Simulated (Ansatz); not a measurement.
**A computed series for NaBr: pressure series**

Consider NaBr in the rock salt structure (space group Fm-3m, No. 225; a = 6.036 Å).

Cell and atoms are relaxed at each pressure.

The values are results of Ansatz (a first-principles code), PBE, PAW, cutoff 420 eV, without spin-orbit coupling, not measurements.

Two rows of this table had their results exchanged by mistake.

```csv
pressure,volume per atom (Å³),shortest distance (Å),band gap
pressure −2 GPa,31.72,3.165,3.71 eV
pressure −1 GPa,29.16,3.078,3.91 eV
pressure 1.8 GPa,25.43,2.941,4.30 eV
pressure 4.2 GPa,14.17,2.420,5.10 eV
pressure 9 GPa,21.28,2.771,4.95 eV
pressure 18 GPa,18.77,2.657,5.54 eV
pressure 30 GPa,16.80,2.561,5.90 eV
pressure 45 GPa,15.25,2.480,5.48 eV
pressure 60 GPa,23.60,2.869,4.55 eV
```

Question: Which two?

Answer: The rows for pressure 4.2 GPa and pressure 60 GPa: the volume has to fall steadily with pressure, so 23.60 Å³ belongs to pressure 4.2 GPa and 14.17 Å³ to pressure 60 GPa.

Load acts through the strain it causes; cell and atoms are relaxed under it. Stability against distortions was not tested. No other phases were tried under pressure.
